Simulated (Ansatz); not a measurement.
# Te₂Mo, space group P-6m2: a conversion between chain and input file

Program: the Python package of Ansatz (0.2.0).

The script, `run_convert.py`:
```python
"""Chain to YAML and back, for Te2Mo."""

from pathlib import Path

import ansatz as az
from ase import Atoms

atoms = Atoms(
    ["Te", "Te", "Mo"],
    scaled_positions=[
        (1 / 3, 2 / 3, 0.89785545),
        (1 / 3, 2 / 3, 0.10214455),
        (0.0, 0.0, 0.0),
    ],
    cell=[
        (3.56023281, 0.0, 0.0),
        (-1.78011641, 3.08325206, 0.0),
        (0.0, 0.0, 17.52405782),
    ],
    pbc=True,
)
cell = az.Crystal.from_ase(atoms)

model = (
    cell.calculation()
    .functional("pbesol")
    .basis(16 * az.Ha)
    .occupations("fermi_dirac")  # smearing steadies the SCF of a metal
    .kpoints(7, 7, 2, center="gamma")
)
Path("written.yaml").write_text(model.to_yaml())
back = az.Calculation.from_yaml("written.yaml")
print(back.to_python())
print("same input:", back.to_yaml() == model.to_yaml())
```

Running `python run_convert.py` prints:
```text
(
    az.Lattice.of(((3.56023281, 0.0, 0.0), (-1.78011641, 3.08325206, 0.0), (0.0, 0.0, 17.52405782)))
    .atom("Te", (0.3333333333333333, 0.6666666666666666, 0.89785545))
    .atom("Te", (0.3333333333333333, 0.6666666666666666, 0.10214455))
    .atom("Mo", (0.0, 0.0, 0.0))
    .calculation()
    .basis(cutoff=435.382179935808)
    .kpoints(7, 7, 2, shift=(0.0, 0.0, 0.0))
    .functional("pbesol")
    .occupations(method="fermi_dirac")
)

same input: True
```

`written.yaml`, as written:
```yaml
crystal:
  lattice:
    - [3.56023281, 0.0, 0.0]
    - [-1.78011641, 3.08325206, 0.0]
    - [0.0, 0.0, 17.52405782]
  atoms:
    - { symbol: Te, position: [0.3333333333333333, 0.6666666666666666, 0.89785545] }
    - { symbol: Te, position: [0.3333333333333333, 0.6666666666666666, 0.10214455] }
    - { symbol: Mo, position: [0.0, 0.0, 0.0] }
basis:
  ecutwfc: 435.382179935808
kpoints:
  mp_grid:
    grid: [7, 7, 2]
    shift: [0.0, 0.0, 0.0]
hamiltonian:
  xc: pbesol
scf:
  occupations:
    method: fermi_dirac
```

The input is only written out: it wasn't run, and its settings aren't tested. The structure comes from a database and needn't be a stable phase.
